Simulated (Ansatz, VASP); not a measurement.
# Bi: VASP beside Ansatz

```
Bi
1.0
    -4.25748    4.25748    1.43056
     4.25748   -4.25748    1.43056
     4.25748    4.25748   -1.43056
Bi
1
Direct
  0.00000 0.00000 0.00000
```

This isn't the form of Bi at room conditions, which is rhombohedral.

Alike in both runs: task single point; functional PBE; dispersion D3(BJ); k mesh 10 × 10 × 10; occupations gaussian, width 0.05 eV; no spin polarisation.

|  | VASP | Ansatz |
| --- | --- | --- |
| version | VASP 6.6.1 | Ansatz 0.2.0 |
| potentials or method | VASP PAW PBE potentials, release 64 (Bi_d) | scalar-relativistic, plane waves, PAW |
| plane-wave cutoff (eV) | 520 | 420 |
| valence electrons in the cell | 15 | 15 |

|  | VASP | Ansatz | Ansatz less VASP |
| --- | --- | --- | --- |
| gap on the k mesh at the Fermi level (eV) | none | none | - |
| pressure (GPa) | -0.3 | -0.2 | +0.04 |
| largest component of the traceless stress (GPa) | 0.38 | 0.42 | +0.041 |

A gap of «none» marks a metal or a gap that the smearing closes.

Caveats: spin-orbit coupling is left out, which moves the levels of the heavy elements; pairwise dispersion overbinds metals, which lowers pressure and volume.
